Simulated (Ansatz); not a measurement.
Crystals in the rock-salt structure, computed with PBEsol in Ansatz (plane-wave DFT, scalar-relativistic, harmonic phonons, no LO–TO term at Γ; fixed occupations; no spin; PAW, where unfrozen means all-electron datasets; each on its own modest k mesh, which can be coarse for ε∞).

```csv
crystal,cell,k mesh,potentials,phonons by,Å³/atom,top Γ mode (cm⁻¹),"lowest mode at X = [0.5, 0, 0.5] (cm⁻¹)","top mode at X = [0.5, 0, 0.5] (cm⁻¹)",mean ε∞,mean Born charge of the element in brackets (e)
LiF [Li],relaxed,6×6×6,hand-made PAW,linear response,8.03,?,?,?,?,?
NaCl [Na],relaxed,6×6×6,hand-made PAW,linear response,21.98,166,81,185,2.57,1.09
MgO [Mg],relaxed,6×6×6,hand-made PAW,linear response,9.36,386,284,534,3.24,1.99
MgS [Mg],relaxed,6×6×6,hand-made PAW,linear response,17.40,242,123,303,5.44,2.31
CaO [Ca],relaxed,6×6×6,hand-made PAW,linear response,13.54,273,201,386,3.85,2.36
SrO [Sr],relaxed,6×6×6,hand-made PAW,linear response,16.80,?,?,?,?,?
BaO [Ba],relaxed,6×6×6,hand-made PAW,linear response,20.68,77,78,168,4.27,2.78
```

(1) Estimate the entries marked ?.

## Answers

(1) LiF: top Γ mode (cm⁻¹) 301, lowest mode at X = [0.5, 0, 0.5] (cm⁻¹) 242, top mode at X = [0.5, 0, 0.5] (cm⁻¹) 456, mean ε∞ 2.09, mean Born charge of the element in brackets (e) 1.05. SrO: top Γ mode (cm⁻¹) 203, lowest mode at X = [0.5, 0, 0.5] (cm⁻¹) 124, top mode at X = [0.5, 0, 0.5] (cm⁻¹) 307, mean ε∞ 3.86, mean Born charge of the element in brackets (e) 2.46.
